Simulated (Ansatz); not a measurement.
KBr:

```
Br K
1.0
     0.00000    3.30000    3.30000
     3.30000    0.00000    3.30000
     3.30000    3.30000    0.00000
Br K
1 1
Direct
  0.50000 0.50000 0.50000
  0.00000 0.00000 0.00000
```

Base run:

| Quantity | Value |
| --- | --- |
| Program | Ansatz 0.2.0 |
| Functional | PBE |
| Potentials or basis | all-electron PAW datasets made for the crystal |
| Cutoff | 200 eV (chosen from the basis error) |
| k mesh | 6 × 6 × 6 |
| Occupations | fermi-dirac, width 0.05 eV |
| Spin | no spin polarisation |

Its results: band gap on the k mesh 4.44 eV, direct; pressure 0.7 GPa.

**Question.** The run is repeated on the same cell with these changes: functional from PBE to HSE06; cutoff from 200 eV (chosen from the basis error) to 220 eV (chosen from the basis error). What comes out?

**Answer.** Band gap on the k mesh 5.60 eV, direct; pressure 0.5 GPa.

HSE06 gives the wider gap, since exact exchange removes part of the self-interaction.

